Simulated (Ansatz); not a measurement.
# MgSe: one input, then a changed one

The cell is COD entry 9008673, as deposited and not checked against the literature; nothing was relaxed. It is an old determination, and later ones may differ. The listed cell was then made from it by scaling, straining or moving an atom.

First run: DFT, PBE, all-electron LAPW, scalar-relativistic (Ansatz 0.2.0).

Command: `ansatz run input.yaml --threads 1 --pin off --max-ram 2048MiB --backend cpu --events-out ev --progress --plain --runs-dir out` The run took 4.6 s on 1 thread of Arm Neoverse V1, with other jobs on the host.

```yaml
crystal:
  lattice:
    - [0.0, 2.6886644034, 2.6886644034]
    - [2.6886644034, 0.0, 2.6886644034]
    - [2.6886644034, 2.6886644034, 0.0]
  atoms:
    - { symbol: Mg, position: [0.0, 0.0, 0.0] }
    - { symbol: Se, position: [0.5, 0.5, 0.5] }
kpoints:
  mp_grid: { grid: [8, 8, 8] }
scf:
  occupations: { method: fermi_dirac, width: 0.02 }
hamiltonian:
  xc: pbe
  pseudopotentials: { kind: all_electron, lapw: { basis_error: 0.001 } }
output:
  forces: true
  stress: true
  eigenvalues: true
```

Result: converged; pressure 5.08 GPa; gap on the k mesh 1.89 eV; 7 SCF iterations.

The input is then changed:

```diff
@@ -8,7 +8,9 @@
     - { symbol: Se, position: [0.5, 0.5, 0.5] }
 kpoints:
-  mp_grid: { grid: [8, 8, 8] }
+  mp_grid: { grid: [12, 12, 12] }
 scf:
   occupations: { method: fermi_dirac, width: 0.02 }
+  mixing: { algorithm: anderson, beta: 0.9, ndim: 16 }
+  algorithm: direct_min
 hamiltonian:
   xc: pbe
```

Predict the outcome of the changed run.

It converged; energy at zero smearing -0.3 meV/atom from the first run; pressure 5.07 GPa; gap on the k mesh 1.89 eV; 7 SCF iterations.

The results part of its log:

```
SCF 1 converged in 7 iterations: F = -71579.489782 eV  dr2 = 1.91e-10
SCF converged after 7 iterations
Stability not checked: this state was not tested for a lower state beside it, because a direct minimisation reached the state, and no test of it is asked (direct_minimisation; see scf.lower_state_search)
Free energy (F): -71579.489782 eV
Harris-Foulkes:  -71579.489782 eV  (|F-HF|=8.88e-10)
Internal energy: -71579.489782 eV  (E = F + TS)
E sigma→0 (E₀):  -71579.489782 eV
Fermi energy:    9.476281 eV
--- Per-component energies (eV) ---
  E_band       = -1902.961311
  E_kinetic    = 73157.133918
  E_xc         = -2845.908746
  E_electrostatic = -141890.714954  (all electrons and nuclei)
  E_smearing   = -0.000000  (= −TS)
  E_closure    = 0.000000  (closes the sum)
  E_atoms      = -71572.061437  (free atoms, spherical and without spin; not in F)
  Σ components = -71579.489782   (vs F -71579.489782, Δ=0.00e0)
  Basis errors (estimates in eV, not in F): energy 4.0e-4 per atom: plane waves 3.4e-4 (1.9e-4 summed), levels above the bands 6.5e-163, relativity 4.1e-8, radial functions 5.3e-5, core shells 1.3e-14; eigenvalues (radial functions only) 4.4e-6; not estimated: angular momenta, meshes, grids; target (lapw.basis_error) 1.0e-3; muffin-tin radii Mg 1.278 Å, Se 1.411 Å
--- Forces (eV/Å), atoms counted from 1 ---
  atom   1  Mg     0.00000000    -0.00000000     0.00000000
  atom   2  Se     0.00000000    -0.00000000    -0.00000000
  max |Σ_I F_I| component: 1.15e-30 eV/Å
--- Stress (GPa, compression-positive) ---
        5.071032       0.000000      -0.000000
        0.000000       5.071032       0.000000
       -0.000000       0.000000       5.071032
  P = ⅓ Tr σ = 5.0710 GPa (50.710 kbar)
--- Band table (eV; the first three rows and the last of 72) ---
  k-point 0: bands = ["-198.0350", "-137.5025", "-137.5025", "-137.5025", "-66.7544", "-37.7307", "-37.7307", "-37.7238", "-37.7238", "-37.7238", "-33.5087", "-33.5087", "-33.5087", "-4.6556", "8.5243", "8.5243", "8.5243", "11.4112", "15.9344", "15.9344", "15.9344"]
  k-point 1: bands = ["-198.0350", "-137.5025", "-137.5025", "-137.5025", "-66.7544", "-37.7307", "-37.7307", "-37.7238", "-37.7238", "-37.7238", "-33.5090", "-33.5087", "-33.5087", "-4.5911", "7.8714", "8.4729", "8.4729", "11.9500", "15.7338", "16.0762", "16.0762"]
  k-point 2: bands = ["-198.0350", "-137.5025", "-137.5025", "-137.5025", "-66.7543", "-37.7307", "-37.7307", "-37.7238", "-37.7237", "-37.7237", "-33.5098", "-33.5087", "-33.5087", "-4.4058", "6.6447", "8.3406", "8.3406", "12.6581", "15.7384", "16.1639", "16.1639"]
  k-point 71: bands = ["-198.0350", "-137.5025", "-137.5025", "-137.5025", "-66.7541", "-37.7307", "-37.7307", "-37.7235", "-37.7235", "-37.7230", "-33.5114", "-33.5114", "-33.5101", "-3.0434", "5.0258", "5.0258", "5.8521", "13.2384", "15.6733", "16.1612", "16.1612"]
```
